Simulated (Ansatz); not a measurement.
Runs of Ansatz 0.2.0 on Zr. The cell holds a slab with vacuum, 5 atoms: a = 3.135 Å, b = 3.135 Å, c = 25.239 Å, α = 90.00°, β = 90.00°, γ = 109.47°. The slab is cut from a database's or a generator's crystal, which needn't be the stable form of the element.

| task | level | cell | cutoff (eV) | basis error allowed | gap on the mesh (eV) | largest force (eV/Å) | work function (eV) |
| --- | --- | --- | --- | --- | --- | --- | --- |
| single point | PBEsol | as given | 158 | 0.002 eV/atom | none | 0.80 | 4.13 |
| projected density of states | PBE | the (1 1 0) slab of Zr, cut from the database cell, not relaxed | 158 | 0.002 eV/atom | - | 0.59 | 4.06 |
| single point | LDA | as given | 158 | 0.002 eV/atom | none | 0.97 | (a) |
| single point | PBE | the (1 1 0) slab of Zr, cut from the database cell, not relaxed | 171 | 0.001 eV/atom | none | 0.59 | 4.06 |
| single point | PBE | as given | 158 | 0.002 eV/atom | none | 0.59 | 4.06 |

Alike in all rows: potentials or basis all-electron LAPW, scalar-relativistic; no spin polarisation; k mesh 9 × 9 × 1; smearing fermi-dirac 0.05 eV.

Q: Fill in the values left out.

A: (a) 4.28.

Caveats: the density of states is complete only up to the lowest level of the last band computed (some runs).

A k mesh can miss the band edges, and the runs leave out spin-orbit coupling on Zr.

A gap of «none» marks a metal or a gap under the smearing width.
